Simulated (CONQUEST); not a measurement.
# PbF2 (P1) in CONQUEST: convergence with k mesh

Aim: find how far k mesh must go before the results for PbF2 settle, at PBE. This setting moves, with any that are tied to it; all else stays.

Everything below comes from runs of CONQUEST 1.3. Logs are shortened: lines on timing, memory, paths and dates and some standing lists are left out, and cuts for length are marked.

### 1 The cell of the first run

The typed cell holds 12 atoms: a = 3.880 Å, b = 6.408 Å, c = 7.664 Å, α = 90.00°, β = 90.00°, γ = 90.00°.

The cell comes from a database or a generator and needn't be the stable form of this composition.

The cell isn't the ideal one: atoms moved at random.

### 2 With k mesh 1 × 1 × 1

Contents of Conquest_input:

```
IO.Title PbF2
IO.Coordinates coords.dat
IO.FractionalAtomicCoords T
IO.Iprint 2
IO.Iprint_init 1
General.NumberOfSpecies 2
General.PseudopotentialType hamann
AtomMove.TypeOfRun static
AtomMove.FullStress T
Grid.GridCutoff 150
DM.SolutionMethod diagon
Diag.MPMesh T
Diag.GammaCentred T
Diag.MPMeshX 1
Diag.MPMeshY 1
Diag.MPMeshZ 1
Diag.kT 0.00183747
minE.SCTolerance 1e-6
SC.MaxIters 100
IO.AtomChargeOutput T
%block ChemicalSpeciesLabel
1 207.200 Pb
2 19.000 F
%endblock
```

Contents of coords.dat:

```
    7.3314622967     0.0000000000     0.0000000000
    0.0000000000    12.1095614058     0.0000000000
    0.0000000000     0.0000000000    14.4824729261
12
  0.7813330000   0.2343390000   0.5998780000 1 T T T
  0.2653580000   0.7400870000   0.3937250000 1 T T T
  0.7723690000   0.7539130000   0.8902020000 1 T T T
  0.2515710000   0.2544170000   0.1131780000 1 T T T
  0.2799050000   0.8733840000   0.0665040000 2 T T T
  0.7556970000   0.1438130000   0.9417840000 2 T T T
  0.2694180000   0.3650440000   0.4276670000 2 T T T
  0.7403980000   0.6472000000   0.5767430000 2 T T T
  0.7786100000   0.0268570000   0.3505760000 2 T T T
  0.2642870000   0.9628860000   0.6669030000 2 T T T
  0.7232660000   0.5059670000   0.1526970000 2 T T T
  0.2370270000   0.4763200000   0.8339700000 2 T T T
```

Potentials or basis: PseudoDojo NC PBE, DZP, grid cutoff 150 Ha.

Command:

```console
> OMP_NUM_THREADS=1 Conquest
```

Output:

```text
Simulation cell dimensions:     7.3315 a0 x    12.1096 a0 x    14.4825 a0

      Atomic coordinates (a0)
         Atom         X         Y         Z  Species
            1    5.7283    2.8377    8.6877        1
            2    1.9455    8.9621    5.7021        1
            3    5.6626    9.1296   12.8923        1
            4    1.8444    3.0809    1.6391        1
            5    2.0521   10.5763    0.9631        2
            6    5.5404    1.7415   13.6394        2
            7    1.9752    4.4205    6.1937        2
            8    5.4282    7.8373    8.3527        2
            9    5.7083    0.3252    5.0772        2
           10    1.9376   11.6601    9.6584        2
           11    5.3026    6.1270    2.2114        2
           12    1.7378    5.7680   12.0779        2

         Monkhorst-Pack mesh:   1 x   1 x   1 gamma-centred
        This calculation includes non-local pseudopotentials,
         with a maximum core radius of      7.54117217

    Job title: PbF2
    Job to be run: static calculation

[... 5 lines left out ...]
      Using Fermi-Dirac smearing

    Integration grid size:     48 x   72 x   80

    Integration grid spacing:  0.153 a0 x 0.168 a0 x 0.181 a0

    Number of species:  2
    --------------------------------------------------------
    |   #  mass (au)  Charge (e)  SF Rad (a0)  NSF  Label  |
    --------------------------------------------------------
    |   1    207.200      14.000        7.784   18  Pb     |
    |   2     19.000       7.000        4.707   13  F      |
    --------------------------------------------------------
          SCF tolerance:                 0.00000100
          SCF iterations:               100

    The functional used will be GGA PBE96

           radial cut-off to be used is taken to be max PAO cut-off radius for this species:    7.541172

           greatest ang. mom. for making density from PAOs:  2

           radial cut-off to be used is taken to be max PAO cut-off radius for this species:    4.420713

           greatest ang. mom. for making density from PAOs:  2
    Minimum blocs/proc is     4320. Maximum blocs/proc is     4320
    set_atom_dens: In set_atomic_density, electrons :     112.000000000000
 matrix_size & matrix_size_padH =          176         176

    Screened ion int: energy:    -379.766535033400 Ha

    new_SC_potl: Starting.  Tolerance:  0.10000E-05

    PulayMixSC: Starting Pulay mixing, A_up =  0.500 A_dn =  0.500
    PulayMixSC: Spin non-polarised calculation.
          Harris-Foulkes Energy            :      -479.262102379595262 Ha
          (TS=0 as O(N) or entropic contribution is negligible)
          DFT Total Energy                 :      -478.588573129984013 Ha
          Total number of electrons        :       112.000000000003212
    PulayMixSC: Pulay iteration     1 residual:              0.33333E-02
          Harris-Foulkes Energy            :      -479.031559759935703 Ha
          (TS=0 as O(N) or entropic contribution is negligible)
          DFT Total Energy                 :      -478.915706426289830 Ha
          Total number of electrons        :       112.000027569611689
    PulayMixSC: Pulay iteration     2 residual:              0.22836E-02
          Harris-Foulkes Energy            :      -478.993582965517817 Ha
          (TS=0 as O(N) or entropic contribution is negligible)
          DFT Total Energy                 :      -478.990524201551636 Ha
          Total number of electrons        :       112.000038100760818
    PulayMixSC: Pulay iteration     3 residual:              0.65229E-03
          Harris-Foulkes Energy            :      -478.992456878146868 Ha
          (TS=0 as O(N) or entropic contribution is negligible)
          DFT Total Energy                 :      -478.988830760858434 Ha
          Total number of electrons        :       112.000057636302728
    PulayMixSC: Pulay iteration     4 residual:              0.25593E-03
          Harris-Foulkes Energy            :      -478.991531125476342 Ha
          (TS=0 as O(N) or entropic contribution is negligible)
          DFT Total Energy                 :      -478.991349366598399 Ha
          Total number of electrons        :       112.000058954284128
    PulayMixSC: Pulay iteration     5 residual:              0.55288E-04
          Harris-Foulkes Energy            :      -478.991463718677664 Ha
          (TS=0 as O(N) or entropic contribution is negligible)
          DFT Total Energy                 :      -478.991450675090448 Ha
          Total number of electrons        :       112.000058646277964
    PulayMixSC: Pulay iteration     6 residual:              0.18252E-04
          Harris-Foulkes Energy            :      -478.991460719572387 Ha
          (TS=0 as O(N) or entropic contribution is negligible)
          DFT Total Energy                 :      -478.991459495245294 Ha
          Total number of electrons        :       112.000058865951900
    PulayMixSC: Pulay iteration     7 residual:              0.59071E-05
          Harris-Foulkes Energy            :      -478.991460444486052 Ha
          (TS=0 as O(N) or entropic contribution is negligible)
          DFT Total Energy                 :      -478.991460360528663 Ha
          Total number of electrons        :       112.000058857396539
    PulayMixSC: Pulay iteration     8 residual:              0.30611E-05
          Harris-Foulkes Energy            :      -478.991460507594070 Ha
          (TS=0 as O(N) or entropic contribution is negligible)
          DFT Total Energy                 :      -478.991460510137131 Ha
          Total number of electrons        :       112.000058896702470
    PulayMixSC: Pulay iteration     9 residual:              0.72525E-06
    PulayMixSC: Reached SCF tolerance of  0.72525E-06 after      9 iterations
      | Number of electrons      =       112.000059
      |* band energy as 2Tr[K.H] =       -67.393801616943392 Ha
      |  screened ion-ion energy =      -379.766535033399919 Ha
      |  Ha correction           =        -2.601875012456859 Ha
      |  XC correction           =       -29.229251619740531 Ha
      |* Harris-Foulkes energy   =      -478.991460507594070 Ha
      |* DFT total energy        =      -478.991460510137131 Ha
      |  estimated accuracy      =         0.000000002543061 Ha

    force: Forces on atoms (Ha/a0)
    force:  Atom   X              Y              Z
    force:     1  -0.0004195733   0.0045132381   0.0178970833
    force:     2  -0.0007336274   0.0114498627  -0.0000135636
    force:     3   0.0001174032  -0.0076859738   0.0023379901
    force:     4  -0.0014164726   0.0035275256  -0.0151528560
    force:     5  -0.0064416280  -0.0044830128   0.0081809596
    force:     6  -0.0008229328  -0.0033486700  -0.0104778967
    force:     7  -0.0018979946  -0.0027969103   0.0024544212
    force:     8   0.0075150115  -0.0044366840  -0.0018397335
    force:     9  -0.0018891836  -0.0032621598  -0.0044510583
    force:    10  -0.0016190994  -0.0007845285  -0.0059388390
    force:    11   0.0065813456   0.0093576277   0.0034793126
    force:    12   0.0009420464  -0.0016927123   0.0034988246

    force: Maximum force :        0.01789708(Ha/a0) on atom         1 in z direction
    force: Force Residual:        0.01064503 Ha/a0
    force: Total stress:         -8.38379662    -0.22664293    -0.30281968 GPa
                            -0.22664293    -0.04912687    -0.47629169
                            -0.30281968    -0.47629169    -3.01874330
    force: Average pressure:      3.81722226 GPa

    force: Finished force
    get_E_and_F: Change in energy during last step of electronic optimisation: -0.63108E-07

    BIBLIOGRAPHY: Please consider citing the following references in the conquest.bib file

    CONQUEST:         Bowler2002pt, Miyazaki2004, Nakata2020
    Basis:            Bowler2019
    DM:               Bowler:2006xr
    Pseudopotentials: Hamann2013, Bowler2019
    XC functional:    Perdew1996
```

Run time: 73 s. Hardware: 1 thread of AMD EPYC 7B13 (Zen 3), shared host; peak memory 1.6 GiB.

What came out:

```yaml
Free_energy: -13034.0216 eV
Pressure: 3.8 GPa
Largest_force: 0.949 eV/Å
Band_gap_on_the_k_mesh: 4.15 eV, direct
Mulliken_charges: Pb +1.12, +1.13; F -0.55, -0.56, -0.57 e
```

### 3 With k mesh 2 × 1 × 1

Conquest_input: that of step 2 with these lines changed.

```diff
@@ -13,3 +13,3 @@
 Diag.GammaCentred T
-Diag.MPMeshX 1
+Diag.MPMeshX 2
 Diag.MPMeshY 1
```

coords.dat is that of step 2.

Potentials or basis: PseudoDojo NC PBE, DZP, grid cutoff 150 Ha.

Command:

```console
> OMP_NUM_THREADS=1 Conquest
```

It took 76 s on 1 thread of AMD EPYC 7B13 (Zen 3), shared host; peak memory 1.6 GiB.

What came out:

```
Free energy            : -13035.0563 eV
Pressure               : 3.8 GPa
Largest force          : 1.025 eV/Å
Band gap on the k mesh : 4.18 eV, indirect (least direct gap 4.27 eV)
Mulliken charges       : Pb +1.05, +1.06; F -0.53, -0.52 e
```

### 4 With k mesh 3 × 2 × 2

Conquest_input: that of step 3 with these lines changed.

```diff
@@ -13,5 +13,5 @@
 Diag.GammaCentred T
-Diag.MPMeshX 2
-Diag.MPMeshY 1
-Diag.MPMeshZ 1
+Diag.MPMeshX 3
+Diag.MPMeshY 2
+Diag.MPMeshZ 2
 Diag.kT 0.00183747
```

coords.dat is that of step 3.

Command:

```console
> OMP_NUM_THREADS=1 Conquest
```

Wall time 99 s (1 thread of AMD EPYC 7B13 (Zen 3), shared host); peak memory 1.6 GiB.

What came out:

```yaml
Free_energy: -13034.9023 eV
Pressure: 3.9 GPa
Largest_force: 1.055 eV/Å
Band_gap_on_the_k_mesh: 4.09 eV, indirect (least direct gap 4.27 eV)
Mulliken_charges: Pb +1.06, +1.07; F -0.53, -0.54, -0.52 e
```

### 5 With k mesh 4 × 3 × 2

Conquest_input: that of step 4 with these lines changed.

```diff
@@ -13,4 +13,4 @@
 Diag.GammaCentred T
-Diag.MPMeshX 3
-Diag.MPMeshY 2
+Diag.MPMeshX 4
+Diag.MPMeshY 3
 Diag.MPMeshZ 2
```

coords.dat is that of step 4.

Command:

```console
> OMP_NUM_THREADS=1 Conquest
```

Wall time 2 min (1 thread of AMD EPYC 7B13 (Zen 3), shared host); peak memory 1.6 GiB.

It converged, with:

* Free energy: -13034.9021 eV
* Pressure: 3.9 GPa
* Largest force: 1.054 eV/Å
* Band gap on the k mesh: 4.19 eV, indirect (least direct gap 4.25 eV)
* Mulliken charges: Pb +1.06, +1.07; F -0.53, -0.54, -0.52 e

### 6 With k mesh 5 × 3 × 3

Conquest_input: that of step 5 with these lines changed.

```diff
@@ -13,5 +13,5 @@
 Diag.GammaCentred T
-Diag.MPMeshX 4
+Diag.MPMeshX 5
 Diag.MPMeshY 3
-Diag.MPMeshZ 2
+Diag.MPMeshZ 3
 Diag.kT 0.00183747
```

coords.dat is that of step 5.

Potentials or basis: PseudoDojo NC PBE, DZP, grid cutoff 150 Ha.

Command:

```console
> OMP_NUM_THREADS=1 Conquest
```

It took 2 min on 1 thread of AMD EPYC 7B13 (Zen 3), shared host; peak memory 1.6 GiB.

The run converged. Its results:

```yaml
Free_energy: -13034.9025 eV
Pressure: 3.9 GPa
Largest_force: 1.054 eV/Å
Band_gap_on_the_k_mesh: 4.13 eV, indirect (least direct gap 4.27 eV)
Mulliken_charges: Pb +1.06, +1.07; F -0.53, -0.54, -0.52 e
```

### 7 With k mesh 6 × 4 × 3

Conquest_input: that of step 6 with these lines changed.

```diff
@@ -13,4 +13,4 @@
 Diag.GammaCentred T
-Diag.MPMeshX 5
-Diag.MPMeshY 3
+Diag.MPMeshX 6
+Diag.MPMeshY 4
 Diag.MPMeshZ 3
```

coords.dat is that of step 6.

Command:

```console
> OMP_NUM_THREADS=1 Conquest
```

Wall time 2.8 min (1 thread of AMD EPYC 7B13 (Zen 3), shared host); peak memory 1.6 GiB.

Results (log left out):

* Free energy: -13034.9024 eV
* Pressure: 3.9 GPa
* Largest force: 1.054 eV/Å
* Band gap on the k mesh: 4.09 eV, indirect (least direct gap 4.27 eV)
* Mulliken charges: Pb +1.06, +1.07; F -0.53, -0.54, -0.52 e

### 8 With k mesh 7 × 4 × 4

Conquest_input: that of step 7 with these lines changed.

```diff
@@ -13,5 +13,5 @@
 Diag.GammaCentred T
-Diag.MPMeshX 6
+Diag.MPMeshX 7
 Diag.MPMeshY 4
-Diag.MPMeshZ 3
+Diag.MPMeshZ 4
 Diag.kT 0.00183747
```

coords.dat is that of step 7.

Command:

```console
> OMP_NUM_THREADS=1 Conquest
```

It took 3.8 min on 1 thread of AMD EPYC 7B13 (Zen 3), shared host; peak memory 1.6 GiB.

The run converged. Its results:

* Free energy: -13034.9024 eV
* Pressure: 3.9 GPa
* Largest force: 1.054 eV/Å
* Band gap on the k mesh: 4.09 eV, indirect (least direct gap 4.27 eV)
* Mulliken charges: Pb +1.06, +1.07; F -0.53, -0.54, -0.52 e

### 9 With k mesh 9 × 5 × 5

Conquest_input: that of step 8 with these lines changed.

```diff
@@ -13,5 +13,5 @@
 Diag.GammaCentred T
-Diag.MPMeshX 7
-Diag.MPMeshY 4
-Diag.MPMeshZ 4
+Diag.MPMeshX 9
+Diag.MPMeshY 5
+Diag.MPMeshZ 5
 Diag.kT 0.00183747
```

coords.dat is that of step 8.

Potentials or basis: PseudoDojo NC PBE, DZP, grid cutoff 150 Ha.

Command:

```console
> OMP_NUM_THREADS=1 Conquest
```

It took 4.5 min on 1 thread of AMD EPYC 7B13 (Zen 3), shared host; peak memory 1.6 GiB.

Results (log left out):

```yaml
Free_energy: -13034.9024 eV
Pressure: 3.9 GPa
Largest_force: 1.054 eV/Å
Band_gap_on_the_k_mesh: 4.13 eV, indirect (least direct gap 4.27 eV)
Mulliken_charges: Pb +1.06, +1.07; F -0.53, -0.54, -0.52 e
```

### 10 With k mesh 10 × 6 × 5

Conquest_input: that of step 9 with these lines changed.

```diff
@@ -13,4 +13,4 @@
 Diag.GammaCentred T
-Diag.MPMeshX 9
-Diag.MPMeshY 5
+Diag.MPMeshX 10
+Diag.MPMeshY 6
 Diag.MPMeshZ 5
```

coords.dat is that of step 9.

Command:

```console
> OMP_NUM_THREADS=1 Conquest
```

It took 6.4 min on 1 thread of AMD EPYC 7B13 (Zen 3), shared host; peak memory 1.6 GiB.

Results (log left out):

| Item | Value |
| --- | --- |
| Free energy | -13034.9024 eV |
| Pressure | 3.9 GPa |
| Largest force | 1.054 eV/Å |
| Band gap on the k mesh | 4.08 eV, indirect (least direct gap 4.26 eV) |
| Mulliken charges | Pb +1.06, +1.07; F -0.53, -0.54, -0.52 e |

### 11 Summary

| k mesh | energy less the tightest run, at zero smearing (meV/atom) | pressure (GPa) | largest force (eV/Å) | gap on the mesh (eV) | SCF cycles | CPU time (s) | peak memory (GiB) |
| --- | --- | --- | --- | --- | --- | --- | --- |
| 1 × 1 × 1 | 73.40 | 3.82 | 0.949 | 4.145 | 9 | 73 | 1.6 |
| 2 × 1 × 1 | -12.82 | 3.77 | 1.025 | 4.178 | 10 | 76 | 1.6 |
| 3 × 2 × 2 | 0.01 | 3.92 | 1.055 | 4.086 | 10 | 99 | 1.6 |
| 4 × 3 × 2 | 0.03 | 3.93 | 1.054 | 4.191 | 10 | 120 | 1.6 |
| 5 × 3 × 3 | 0.00 | 3.93 | 1.054 | 4.133 | 10 | 120 | 1.6 |
| 6 × 4 × 3 | 0.00 | 3.93 | 1.054 | 4.086 | 10 | 170 | 1.6 |
| 7 × 4 × 4 | 0.00 | 3.93 | 1.054 | 4.089 | 10 | 230 | 1.6 |
| 9 × 5 × 5 | 0.00 | 3.93 | 1.054 | 4.134 | 10 | 270 | 1.6 |
| 10 × 6 × 5 | 0.00 | 3.93 | 1.054 | 4.078 | 10 | 390 | 1.6 |

Against the tightest run, the energy stays within 1 meV/atom from 3 × 2 × 2 on; the pressure stays within 0.1 GPa from 3 × 2 × 2 on; the largest force stays within 0.005 eV/Å from 3 × 2 × 2 on. Not settled before the last step: the gap on the mesh (to 0.01 eV). Meshes of other sizes hit other points, so gaps and Fermi surfaces needn't settle smoothly. The tightest run that finished is the yardstick and may itself not be fully converged.

Caveats: spin-orbit coupling is left out, which as a rule narrows the gap of such compounds by several tenths of an eV; an odd mesh through Γ misses points on the zone boundary, where band edges often lie; the basis of atomic orbitals isn't converged, which shifts pressures, moduli and gaps.
